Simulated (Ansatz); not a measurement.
**ZrO2 under changes of volume**

One of the cells (10.990 Å³/atom); the others are scaled copies at fixed shape and fractional positions:

```
Zr O
1.0
     0.00000    2.54507    2.54507
     2.54507    0.00000    2.54507
     2.54507    2.54507    0.00000
Zr O
1 2
Direct
  0.00000 0.00000 0.00000
  0.75000 0.75000 0.75000
  0.25000 0.25000 0.25000
```

Measurements of this composition are mostly on another form, of space group No. 14.

- Program: Ansatz 0.2.0
- Functional: PBE
- Potentials or basis: Ansatz PAW
- Cutoff: 420 eV (not typed: the program's choice for these potentials)
- k mesh: 9 × 9 × 9
- Occupations: fermi-dirac, width 0.05 eV
- Spin: no spin polarisation

```csv
volume (Å³/atom),energy over the lowest point (meV/atom),pressure (GPa),gap on the mesh (eV)
10.331,51.52,21.4,3.58
10.551,26.63,14.9,3.52
10.770,10.35,9.0,3.47
10.990,1.71,3.7,3.41
11.210,0.00,-1.1,3.35
11.430,4.54,-5.4,3.30
11.650,?,?,?
```

What does the run at 11.650 Å³/atom give?

Energy over the lowest point 14.64 meV/atom; pressure -9.3 GPa; gap on the mesh 3.24 eV.

Worked out: A Birch-Murnaghan fit of order 3 (a polynomial in V^(-2/3)) to the other rows has its minimum at 11.16 Å³/atom with B0 = V·E''(V) = 236 GPa and B' = 4.3. It gives 14.71 meV/atom at 11.650 Å³/atom, against the run's 14.64, and -dE/dV = -9.3 GPa, against -9.3. A straight line through the other rows of the gap, of slope -2.78 eV per unit of ln V, extrapolates to 3.25 eV, against the run's 3.24.

Energies are extrapolated to zero smearing.

Caveats: odd divisions of the mesh miss points on the zone boundary, where band edges often lie, so the gap on the mesh can be too wide.

A mesh can miss the band edges. Spin-orbit coupling on Zr is left out.
